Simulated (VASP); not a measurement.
Input of a VASP 6.6.1 run:

Contents of POSCAR:

```
ZnS                                     
1.0
    0.0000000000      2.7130585961      2.7130585961
    2.7130585961      0.0000000000      2.7130585961
    2.7130585961      2.7130585961      0.0000000000
  Zn              S             
     1     1
Direct
     0.2500000000000000    0.2500000000000000    0.2500000000000000
     0.0000000000000000    0.0000000000000000    0.0000000000000000
```

Contents of INCAR.step1:

```
SYSTEM = ZnS
PREC = Accurate
ENCUT = 520
EDIFF = 1E-5
ISMEAR = 0
SIGMA = 0.02
LREAL = .False.
LASPH = .True.
NELM = 80
ALGO = Normal
LWAVE = .True.
LCHARG = .False.
KPAR = 4
GGA = PE
```

Contents of INCAR.step2:

```
SYSTEM = ZnS
PREC = Accurate
ENCUT = 520
EDIFF = 1E-7
ISMEAR = 0
SIGMA = 0.02
LREAL = .False.
LASPH = .True.
NELM = 80
ALGO = Normal
ISIF = 3
LWAVE = .False.
LCHARG = .False.
GGA = PE
LHFCALC = .True.
HFSCREEN = 0.2
PRECFOCK = Fast
IBRION = 2
NSW = 80
EDIFFG = -0.01
KPAR = 4
ISTART = 1
```

Contents of KPOINTS:

```
regular mesh
0
Gamma
  6 6 6
  0 0 0
```

Potentials or basis: VASP PAW PBE potentials, release 64 (Zn, S).

Launch:

```sh
$ cat potpaw_PBE.64/Zn/POTCAR potpaw_PBE.64/S/POTCAR > POTCAR
$ cp INCAR.step1 INCAR
$ mpirun -np 4 vasp_std > vasp.out
$ cp INCAR.step2 INCAR
$ mpirun -np 4 vasp_std > vasp.out
```

Question: Predict the band gap on the k mesh.

Answer: 3.29 eV, direct.

Final structure:
```
Zn S
1.0
     0.00000    2.71306    2.71306
     2.71306    0.00000    2.71306
     2.71306    2.71306    0.00000
Zn S
1 1
Direct
  0.25000 0.25000 0.25000
  0.00000 0.00000 0.00000
```

Caveat: the relaxation stopped at its first step, so nothing moved.
